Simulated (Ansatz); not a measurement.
## Stress against strain in Cu

```yaml
crystal:
  lattice:
    - [0.00000, 1.80750, 1.80750]
    - [1.80750, 0.00000, 1.80750]
    - [1.80750, 1.80750, 0.00000]
  atoms:
    - { symbol: Cu, position: [0.00000, 0.00000, 0.00000] }
```

The cell is COD entry 5000216, as deposited and not checked against the literature; nothing was relaxed.

The calculation used DFT, PBE, all-electron LAPW, scalar-relativistic (Ansatz 0.2.0).

Sampling and basis: a Γ-centred 19×19×19 k mesh, Fermi–Dirac smearing of 0.08 eV, basis error target 0.25 meV/atom, no spin polarisation.

The strain is applied along the Cartesian axes of the cell as listed (the other components stay zero). Fractional coordinates are held (clamped ions).

σ is the change of stress from the unstrained cell, which is at 1.69 GPa; tension is positive, so slopes are stress–strain coefficients at that pressure. In a metal the k mesh adds noise.

Only quantities that a quadratic follows smoothly over the whole series are listed; rougher ones are left out.

```
εxx = εyy  σzz (GPa)  σxx (GPa)
  -0.0300      -9.19     -11.39
  -0.0100      -2.81      -3.35
   0.0000       0.00       0.00
   0.0100       2.57       2.96
   0.0200       4.88       5.59
   0.0300       6.94       7.93
```

Problem. Fit the series and read off the stiffness at zero strain.

Solution. Least-squares fits y = p0 + p1 x + p2 x² to the rows give σzz (GPa): p1 = 269, p2 = -1300; σxx (GPa): p1 = 321, p2 = -1900. So 2 C12 = 269 GPa and C11 + C12 = 321 GPa.

Problem. One run, at εxx = εyy = -0.0200, is withheld. Predict its row.

Solution. The fits give -5.88, -7.20; the run gave -5.86, -7.13.
